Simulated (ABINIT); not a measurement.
The system is AgBr.

```
CELL_PARAMETERS angstrom
0.00000 2.87015 2.87015
2.87015 0.00000 2.87015
2.87015 2.87015 0.00000
ATOMIC_POSITIONS crystal
Ag 0.00000 0.00000 0.00000
Br 0.50000 0.50000 0.50000
```

Base run:

| Quantity | Value |
| --- | --- |
| Program | ABINIT 10.8.3 (patched build) |
| Functional | LDA-PZ |
| Potentials or basis | JTH PAW LDA v2.0 |
| Cutoff | 463 eV |
| k mesh | 8 × 8 × 8 |
| Occupations | fermi-dirac, width 0.05 eV |
| Spin | spin-orbit coupling, no magnetisation |

Its results: band gap on the k mesh 0.28 eV, indirect (least direct gap 2.11 eV); pressure -4.3 GPa.

Task: After a change of settings the same cell gave: band gap on the k mesh 0.37 eV, indirect (least direct gap 2.30 eV); pressure -4.2 GPa. Which change was it?
A. functional from LDA-PZ to SOGGA; potentials or basis from JTH PAW LDA v2.0 to JTH PAW PBE v2.0
B. functional from LDA-PZ to RPBE; potentials or basis from JTH PAW LDA v2.0 to JTH PAW PBE v2.0
C. functional from LDA-PZ to PBE; potentials or basis from JTH PAW LDA v2.0 to JTH PAW PBE v2.0
D. spin from spin-orbit coupling, no magnetisation to no spin polarisation

Result: D.

Spin-orbit coupling splits the band edges, which narrows the gap.
